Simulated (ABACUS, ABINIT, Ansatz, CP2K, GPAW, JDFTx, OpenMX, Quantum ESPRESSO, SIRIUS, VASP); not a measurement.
# One calculation of Zr, 12 ways

```xyz
2
Lattice="3.2320 0.0000 0.0000 -1.6160 2.7990 0.0000 0.0000 0.0000 5.1470" Properties=species:S:1:pos:R:3 pbc="T T T"
Zr    1.6160    0.9330    3.8603
Zr    0.0000    1.8660    1.2868
```

Alike in all runs: task single point; functional PBE; k mesh 9 × 9 × 5; occupations fermi-dirac, width 0.05 eV; no spin polarisation; no spin-orbit coupling. Pressure is positive in compression and, in plane waves, holds the error of the finite cutoff, which Ansatz's Pulay term estimates and takes out.

| program and potentials | plane-wave cutoff (eV) | notes | pressure (GPa) |
| --- | --- | --- | --- |
| ABACUS, PseudoDojo NC SR 0.4.1 PBE standard, plane waves | 898 | - | 0.57 |
| Ansatz, Ansatz PAW (earlier soft set) | 420 | - | 0.51 |
| GPAW, GPAW PAW data sets (gpaw-data 1.2.1) | 600 | - | 0.15 |
| VASP, PBE PAW files Zr_sv, 520 eV | 520 | - | 0.49 |
| SIRIUS, PseudoDojo 0.4.1 PBE standard (scalar relativistic) | 915 | - | 0.59 |
| OpenMX, OpenMX 2013 PBE set, Zr7.0-s3p2d2, grid cutoff 350 Ry | - | atomic basis | 1.43 |
| Ansatz, all-electron LAPW, scalar-relativistic | - | - | 0.50 |
| Quantum ESPRESSO, SSSP 1.3 efficiency PBE | 748 | - | ? |
| OpenMX, OpenMX 2013 PBE set, Zr7.0-s3p2d2, grid cutoff 400 Ry | - | atomic basis | 1.39 |
| ABINIT, JTH PAW PBE v2.0 | 463 | - | 0.41 |
| CP2K, POTENTIAL_UZH Zr GTH-PBE-q12; TZVP-MOLOPT-PBE-GTH basis | - | atomic basis | 1.20 |
| JDFTx, PseudoDojo-SR-PBE-0.5-standard | 898 | - | 0.58 |

**Question.** Estimate from the other rows what the run with Quantum ESPRESSO, SSSP 1.3 efficiency PBE gave.

**Answer.** Pressure 0.44 GPa. The other rows, which needn't bracket it: pressure 0.15 to 1.43.
